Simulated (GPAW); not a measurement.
# AlPt in GPAW: the effect of Hubbard term

AlPt:

```
Pt Al
1.0
     4.87893    0.00000    0.00000
     0.00000    4.87893    0.00000
     0.00000    0.00000    4.87893
Pt Al
4 4
Cartesian
  4.1224 3.1960 1.6829
  3.1960 1.6829 4.1224
  1.6829 4.1224 3.1960
  0.7565 0.7565 0.7565
  0.7610 1.6785 3.2004
  1.6785 3.2004 0.7610
  3.2004 0.7610 1.6785
  4.1180 4.1180 4.1180
```

The cell is a database's computed one.

Alike in all runs:

```yaml
Program: GPAW 26.7.0
Task: single point
Functional: PBEsol
Potentials_or_basis: PAW data sets generated in the run's folder for this functional
Cutoff: 600 eV
Basis: pw
k_mesh: 5 × 5 × 5
Occupations: fermi-dirac, width 0.05 eV
Spin: no spin polarisation
Maxiter: 150
```

Problem. One run gave: pressure -6.8 GPa. Which Hubbard term did it use?
A. Pt d U = 3 eV
B. Pt d U = 6 eV
C. Pt d U = 2 eV
D. none
E. Pt d U = 8 eV

Solution. E.

```csv
Hubbard term,pressure (GPa)
none,-0.6
Pt d U = 2 eV,-2.4
Pt d U = 3 eV,-3.2
Pt d U = 4 eV,-4.0
Pt d U = 5 eV,-4.8
Pt d U = 6 eV,-5.6
Pt d U = 8 eV,-6.8
```

Caveats: U without spin polarisation on a metal has little footing (some runs); the U is typed as a test and isn't derived for this compound (some runs).
